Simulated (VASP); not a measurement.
# Te2Mo in VASP: settings compared, part 2 of 2

VASP 6.6.1. The steps go on from the part before.

## Step 5: Phonons, LDA

This run uses another cell than the first one, of 75.01 Å³/atom, 0.980 times its volume.

Contents of POSCAR:

```
Te2Mo
1.0
    3.4679911028      0.0000000000      0.0000000000
   -1.7339955514      3.0033683994      0.0000000000
    0.0000000000      0.0000000000     21.6051888000
  Te              Mo
     2     1
Direct
     0.3333333300000021    0.6666666699999979    0.4167717250620974
     0.3333333300000021    0.6666666699999979    0.5832282749379026
     0.6666666699999979    0.3333333300000021    0.5000000000000000
```

Contents of INCAR.step1:

```
SYSTEM = Te2Mo
ALGO = Normal ; EDIFF = 1E-8
EDIFFG = -0.002 ; ENCUT = 600
IBRION = 2 ; ISIF = 2
ISMEAR = 0 ; LASPH = .TRUE.
LATTICE_CONSTRAINTS = .TRUE. .TRUE. .FALSE. ; LCHARG = .FALSE.
LREAL = .FALSE. ; LWAVE = .FALSE.
NELM = 80 ; NSW = 40
PREC = Accurate ; SIGMA = 0.03
```

Contents of INCAR.step2:

```
SYSTEM = Te2Mo
ALGO = Normal ; EDIFF = 1E-8
ENCUT = 600 ; IBRION = 6
ISIF = 2 ; ISMEAR = 0
LASPH = .TRUE. ; LATTICE_CONSTRAINTS = .TRUE. .TRUE. .FALSE.
LCHARG = .FALSE. ; LREAL = .FALSE.
LWAVE = .FALSE. ; NELM = 80
NFREE = 2 ; NSW = 1
POTIM = 0.015 ; PREC = Accurate
SIGMA = 0.03
```

Contents of KPOINTS:

```
k-points
0
G
  12 12 1
  0 0 0
```

Potentials or basis: VASP PAW LDA potentials, release 64 (Te, Mo_sv).

Started as:

```bash
> cat potpaw_LDA.64/Te/POTCAR potpaw_LDA.64/Mo_sv/POTCAR > POTCAR
> cp INCAR.step1 INCAR
> mpirun -np 1 vasp_std > vasp.out
> cp CONTCAR POSCAR
> cp INCAR.step2 INCAR
> mpirun -np 1 vasp_std > vasp.out
```

OUTCAR:

```text
SYSTEM = Te2Mo
   EDIFF = 1E-8
   ENCUT = 600
   IBRION = 6
   ISIF = 2
   ISMEAR = 0
   LASPH = .TRUE.
   LREAL = .FALSE.
   NELM = 80
   NFREE = 2
   NSW = 1
   POTIM = 0.015
   PREC = Accurate

 ion  position               nearest neighbor table
   1  0.333  0.667  0.417-   3 2.69   3 2.69   3 2.69   2 3.60
   2  0.333  0.667  0.583-   3 2.69   3 2.69   3 2.69   1 3.60
   3  0.667  0.333  0.500-   1 2.69   2 2.69   1 2.69   2 2.69   1 2.69   2 2.69

  LATTYP: Found a hexagonal cell.
 ALAT       =     3.4679911028
 C/A-ratio  =     6.2298858790

  Lattice vectors:

 A1 = (   3.4679911028,   0.0000000000,   0.0000000000)
 A2 = (  -1.7339955514,   3.0033683994,   0.0000000000)
 A3 = (   0.0000000000,   0.0000000000,  21.6051888000)

Analysis of symmetry for initial positions (statically):
=====================================================================
 Subroutine PRICEL returns:
 Original cell was already a primitive cell.

 Routine SETGRP: Setting up the symmetry group for a
 hexagonal supercell.

 Subroutine GETGRP returns: Found 12 space group operations
 (whereof 12 operations were pure point group operations)
 out of a pool of 24 trial point group operations.

The static configuration has the point symmetry D_3h.

Analysis of symmetry for dynamics (positions and initial velocities):
=====================================================================
 Subroutine PRICEL returns:
 Original cell was already a primitive cell.

 Routine SETGRP: Setting up the symmetry group for a
 hexagonal supercell.

 Subroutine GETGRP returns: Found 12 space group operations
 (whereof 12 operations were pure point group operations)
 out of a pool of 24 trial point group operations.

The dynamic configuration has the point symmetry D_3h.
[... 154 lines left out ...]
  Total       -0.0002788     -0.0002788     -0.0137997      0.0000000     -0.0000000      0.0000000
  in kB       -0.0019849     -0.0019849     -0.0982509      0.0000000     -0.0000000      0.0000000
  external PRESSURE =      -0.0340736 kB  Pullay stress =       0.0000000 kB
[... 283 lines left out ...]
--------------------------------------- Ionic step        9  -------------------------------------------

 number of electron      26.0000000 magnetization

 Free energy of the ion-electron system (eV)
  ---------------------------------------------------
  ext. energy  EPLUGINS =         0.00000000
  ---------------------------------------------------
  free energy    TOTEN  =       -20.46937457 eV

  energy without entropy =      -20.46937457  energy(sigma->0) =      -20.46937457

 E-fermi :  -0.5347     XC(G=0):  -4.0121

 val. band max:       -0.8312356903   @ k =   0.3333   0.3333   0.0000
 cond. band min:       0.4104615294   @ k =   0.3333   0.3333   0.0000
 fundamental gap:      1.2416972196
 Fermi energy:        -0.5346823887

 k-point     1 :       0.0000    0.0000    0.0000
  band No.  band energies     occupation
      1     -61.0590      2.00000
      2     -35.4549      2.00000
      3     -35.2748      2.00000
      4     -35.2748      2.00000
      5     -13.6915      2.00000
      6     -12.7035      2.00000
[... 399 lines left out ...]
  FREE ENERGIE OF THE ION-ELECTRON SYSTEM (eV)
  ---------------------------------------------------
  free  energy   TOTEN  =       -20.4693745730 eV

  energy  without entropy=      -20.4693745730  energy(sigma->0) =      -20.46937457

 INTERNAL STRAIN TENSORS FROM DISPLACED ATOMS
 ============================================

 INTERNAL STRAIN TENSOR FOR ION    1 for displacements in x,y,z  (eV/Angst):
          X           Y           Z          XY          YZ          ZX
  --------------------------------------------------------------------------------
  x     0.00000     0.00000     0.00000    -3.68230    -0.00000    12.08243
  y    -3.68230     3.68230    -0.00000     0.00000    12.08243     0.00000
  z     9.88702     9.88702    26.16869     0.00000     0.00000    -0.00000

 INTERNAL STRAIN TENSOR FOR ION    3 for displacements in x,y,z  (eV/Angst):
          X           Y           Z          XY          YZ          ZX
  --------------------------------------------------------------------------------
  x     0.00000     0.00000     0.00000     7.36968     0.00000     0.00000
  y     7.36968    -7.36968     0.00000     0.00000     0.00000     0.00000
  z     0.00000     0.00000     0.00000     0.00000     0.00000     0.00000

 Eigenvectors and eigenvalues of the dynamical matrix
 ----------------------------------------------------

   1 f  =    8.987864 THz    56.472417 2PiTHz  299.802883 cm-1    37.170803 meV
             X         Y         Z           dx          dy          dz
     -0.000000  2.002246  9.004432     0.000000   -0.000000   -0.369630
     -0.000000  2.002246 12.600757     0.000000   -0.000000   -0.369630
      1.733996  1.001123 10.802594     0.000000    0.000000    0.852495
[... 43 lines left out ...]
   9 f/i=    0.000773 THz     0.004860 2PiTHz    0.025799 cm-1     0.003199 meV
             X         Y         Z           dx          dy          dz
     -0.000000  2.002246  9.004432     0.318979    0.511461    0.000000
     -0.000000  2.002246 12.600757     0.318979    0.511461    0.000000
      1.733996  1.001123 10.802594     0.276656    0.443600    0.000000

 ELASTIC MODULI CONTR FROM IONIC RELAXATION (kBar)
 Direction    XX          YY          ZZ          XY          YZ          ZX
 --------------------------------------------------------------------------------
 XX        -121.5063    -69.7002   -253.0399      0.0000      0.0000      0.0000
 YY         -69.7002   -121.5063   -253.0399      0.0000      0.0000      0.0000
 ZZ        -253.0399   -253.0399   -669.7388      0.0000      0.0000      0.0000
 XY           0.0000      0.0000      0.0000    -25.9030     -0.0000     -0.0000
 YZ          -0.0000      0.0000      0.0000     -0.0000   -309.5184     -0.0000
 ZX           0.0000      0.0000      0.0000     -0.0000     -0.0000   -309.5184
 --------------------------------------------------------------------------------
```

OUTCAR.step1:

```text
SYSTEM = Te2Mo
   EDIFF = 1E-8
   EDIFFG = -0.002
   ENCUT = 600
   IBRION = 2
   ISIF = 2
   ISMEAR = 0
   LASPH = .TRUE.
[... 602 lines left out ...]
     -0.00000      2.00225     12.60076        -0.000000      0.000000      0.000506
      1.73400      1.00112     10.80259         0.000000     -0.000000      0.000000
 -----------------------------------------------------------------------------------
    total drift:                               -0.000024      0.000014      0.000000

  FREE ENERGIE OF THE ION-ELECTRON SYSTEM (eV)
  ---------------------------------------------------
  free  energy   TOTEN  =       -20.4719672052 eV

  energy  without entropy=      -20.4719672052  energy(sigma->0) =      -20.47196721

 reached required accuracy - stopping structural energy minimisation
```

Run time: 23 min. Hardware: 1 thread of Intel Xeon Platinum 8488C (Sapphire Rapids), shared host; peak memory 0.72 GiB.

What came out:

- Highest phonon frequency at Γ, LO-TO splitting left out: 300 cm⁻¹

Phonon frequencies in cm⁻¹ (negative: imaginary):
| q point | frequencies |
| --- | --- |
| (0.000, 0.000, 0.000) | 0 0 0 120 120 176 241 241 300 |

Spin-orbit coupling is left out, which matters for the levels of Te.

## Step 6: Summary

| task | level | potentials or basis | spin | cell | k mesh | cutoff (eV) | dipole correction | grid for exact exchange (PRECFOCK) | screening parameter | by perturbation theory | gap on the mesh (eV) | largest force (eV/Å) |
| --- | --- | --- | --- | --- | --- | --- | --- | --- | --- | --- | --- | --- |
| band structure | r2SCAN | VASP PAW PBE potentials, release 64 (Te, Mo_sv) | off | P-6m2, 76.51 Å³/atom | 12 × 12 × 1 | 520 | yes | - | - | - | 1.28 | 0.08 |
| band structure | LDA | VASP PAW LDA potentials, release 64 (Te, Mo_sv) | off | P-6m2, 76.51 Å³/atom | 12 × 12 × 1 | 520 | yes | - | - | - | 1.19 | 0.46 |
| band structure | HSE06 | VASP PAW PBE potentials, release 64 (Te, Mo_sv) | SOC, no magnetisation | P-6m2, 76.51 Å³/atom | 6 × 6 × 1 | 520 | yes | Fast | 0.2 1/A | - | - | 0.41 |
| phonons | LDA | VASP PAW LDA potentials, release 64 (Te, Mo_sv) | off | P-6m2, 75.01 Å³/atom | 12 × 12 × 1 | 600 | - | - | - | no | - | - |

Alike in all rows: smearing gaussian 0.03 eV.

Caveats: the PAW data sets were made with another functional, which shifts forces and pressure a little (some runs); spin-orbit coupling is left out, which moves the levels of the heavy elements (some runs).

Total energies depend on the potentials used, so only differences within one code and one set of settings carry meaning.
